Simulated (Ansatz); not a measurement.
Method: DFT PBE, scalar-relativistic, plane waves, PAW (Ansatz 0.2.0). All cells share a 420 eV cutoff and Γ-centred k meshes spaced at most about 0.3 Å⁻¹ (about 0.25 or finer for metals, 2π included). Spin is collinear.

These are static total energies at zero pressure.

Two relaxed structures of CrO2:

A. (parallel moments up to 1.7 μB) Space group Pnma (No. 62), orthorhombic, a = 9.170 Å, b = 2.913 Å, c = 4.771 Å. Cr has 6 O at 1.86–1.94 Å; O on its first site has 3 Cr at 1.86–1.93 Å; O on its second site is surrounded by 3 Cr at 1.91–1.94 Å.

B. (parallel moments up to 1.9 μB, small opposite ones on other atoms) Space group Fm-3m (No. 225), cubic, a = 4.708 Å. Cr is surrounded by 8 O at 2.04 Å; O is surrounded by 4 Cr at 2.04 Å and 6 O at 2.35 Å.

**Question.** Which would you expect to be lower, and how large is the difference?

**Answer.** A is lower, by 240 meV/atom. A has space group Pnma (No. 62), 10.6 Å³/atom and no gap on its mesh; B has the fluorite type, space group Fm-3m (No. 225), 8.7 Å³/atom and a gap of 0.55 eV. Counting O atoms around Cr (those within 1.25 times the shortest such distance or 1.15 times the sum of covalent radii), A has Cr 6 and B has Cr 8. The lower one is the more open, so pressure narrows the difference. Origin: A, reached from a Materials Project cell; B, invented, matching a Materials Project cell. The lowest form computed isn't among them: it has the rutile type, space group P4_2/mnm (No. 136), 9.6 Å³/atom, is reached from a cell as deposited in COD and lies 42 meV/atom below the best shown.

Kohn–Sham gaps at this level usually fall short of measured ones. In such compounds of Cr a zero gap at this level may well be an artefact, since no Hubbard U is applied. The magnetic state reached may not be the lowest. Cells relaxed within their symmetry can be saddle points. Some types were kept out of the candidates beforehand, so the set may lack a known form.
